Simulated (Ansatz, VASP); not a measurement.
# Two plane-wave programs on V

```xyz
2
Lattice="1.4158 0.8174 3.9113 -1.4158 0.8174 3.9113 0.0000 -1.6349 3.9113" Properties=species:S:1:pos:R:3 pbc="T T T"
V     0.0000    0.0000    2.9335
V     0.0000    0.0000    8.8005
```

Alike in both runs: functional r2SCAN; k mesh 6 × 6 × 6; occupations gaussian, width 0.1 eV; collinear spin.

Ansatz relaxed the structure, and its values are those at the end. VASP's run is a single point on that final structure, the one shown.

|  | VASP | Ansatz |
| --- | --- | --- |
| version | VASP 6.6.1 | Ansatz 0.2.0 |
| potentials or method | VASP PAW PBE potentials, release 64 (V_sv) | scalar-relativistic, plane waves, PAW |
| plane-wave cutoff (eV) | 520 | 500 |
| valence electrons in the cell | 26 | 26 |

VASP gave:

| Property | Result |
| --- | --- |
| gap on the k mesh at the Fermi level (eV) | none |
| pressure (GPa) | 0.7 |
| net moment per atom (μB) | 0.00 |

Task: What did Ansatz give for the same quantities?

Result: gap on the k mesh at the Fermi level (eV): none; pressure (GPa): 0.0; net moment per atom (μB): 0.00.

A gap of «none» marks a metal or a gap that the smearing closes. Ansatz warned: «seeded_moment_not_kept».

Caveats: the k mesh is coarse (spacing up to 0.44 Å⁻¹), so the values aren't converged; the PAW data sets were made with another functional, which shifts forces and pressure a little (VASP).
